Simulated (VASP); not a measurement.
Ag:

```
CELL_PARAMETERS angstrom
0.00000 2.04275 2.04275
2.04275 0.00000 2.04275
2.04275 2.04275 0.00000
ATOMIC_POSITIONS crystal
Ag 0.00000 0.00000 0.00000
```

- Program: VASP 6.6.1
- Task: relaxation of cell and atoms
- Functional: PBE
- Potentials or basis: VASP PAW PBE potentials, release 54 (Ag)
- Cutoff: 580 eV
- k mesh: 11 × 11 × 11
- Occupations: fermi-dirac, width 0.05 eV
- Spin: no spin polarisation

At the start: pressure 4.2 GPa; volume 17.05 Å³/atom.

Problem. How do energy, volume and symmetry change on relaxing?

Solution. Over 3 steps the energy falls by 9.0 meV/atom and the volume is 17.77 Å³/atom (+4.2 %); space group Fm-3m (No. 225, to 0.05 Å).

The path:
```csv
step,energy change (eV),largest force (eV/Å),pressure (GPa),volume (Å³)
1,0.0000,0.0000,4.21,17.05
2,-0.0065,0.0000,-1.88,18.18
3,-0.0090,0.0000,0.01,17.77
```

Final structure:
```
CELL_PARAMETERS angstrom
0.00000 2.07114 2.07114
2.07114 0.00000 2.07114
2.07114 2.07114 0.00000
ATOMIC_POSITIONS crystal
Ag 0.00000 0.00000 0.00000
```
